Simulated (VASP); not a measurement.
# A VASP 6.6.1 single-point calculation on SrO

INCAR

```
BMIX = 0.0001
ISIF = 2
LWAVE = .FALSE.
EDIFF = 1E-7
LREAL = .FALSE.
NSW = 0
GGA = PE
PREC = Accurate
ISMEAR = -1
IBRION = -1
ENCUT = 520
LASPH = .TRUE.
AMIX = 3
NBANDS = 15
IMIX = 1
SIGMA = 0.02
LCHARG = .FALSE.
NELM = 74
```

KPOINTS

```
KPOINTS created by Atomic Simulation Environment
0
Gamma
8 8 8
0 0 0
```

POSCAR

```
Sr O
 1.0000000000000000
    -0.0869525121000000    2.5703365835000000    2.5703365835000000
     2.5703365835000000   -0.0869525121000000    2.5703365835000000
     2.5703365835000000    2.5703365835000000   -0.0869525121000000
 Sr  O
   1   1
Cartesian
  0.0000000000000000  0.0000000000000000  0.0000000000000000
  2.5268603274500001  2.5268603274500001  2.5268603274500001
```

The recommended PBE PAW datasets give the neutral cell 16 valence electrons.

Command

```
mpirun -np 1 vasp_std
```

Question: How does this run end, and what does it give?

Answer: VASP stopped with an error.

OSZICAR

```
N       E                     dE             d eps       ncg     rms          rms(c)
DAV:   1     0.677306901245E+02    0.67731E+02   -0.84023E+03  1950   0.104E+03
DAV:   2    -0.109921556019E+02   -0.78723E+02   -0.71702E+02  2748   0.216E+02
DAV:   3    -0.141777765735E+02   -0.31856E+01   -0.31693E+01  2620   0.392E+01
DAV:   4    -0.142327714675E+02   -0.54995E-01   -0.54986E-01  2443   0.501E+00
DAV:   5    -0.142341082021E+02   -0.13367E-02   -0.13367E-02  2574   0.607E-01    0.150E+01
DAV:   6    -0.213167389135E+03   -0.19893E+03   -0.75627E+02  2150   0.168E+02    0.667E+01
DAV:   7    -0.655944600463E+04   -0.63463E+04   -0.39032E+04  3900   0.603E+02    0.331E+02
```

Standard output (part)

```
POSCAR found type information on POSCAR SrO
 POSCAR found :  2 types and       2 ions
 LDA part: xc-table for (Slater+PW92), standard interpolation
 POSCAR, INCAR and KPOINTS ok, starting setup
 WAVECAR not read
 entering main loop
|     EEEEEEE  RRRRRR   RRRRRR   OOOOOOO  RRRRRR      ###     ###     ###     |
|     E        R     R  R     R  O     O  R     R     ###     ###     ###     |
|     E        R     R  R     R  O     O  R     R     ###     ###     ###     |
|     EEEEE    RRRRRR   RRRRRR   O     O  RRRRRR       #       #       #      |
|     E        R    R   R    R   O     O  R    R      ###     ###     ###     |
|     EEEEEEE  R     R  R     R  OOOOOOO  R     R     ###     ###     ###     |
|     ERROR FEXCP: supplied Exchange-correletion table                        |
|      is too small, maximal index : 5243                                     |
|       ---->  I REFUSE TO CONTINUE WITH THIS SICK JOB ... BYE!!! <----       |
```

The fault: mixing far too strong.
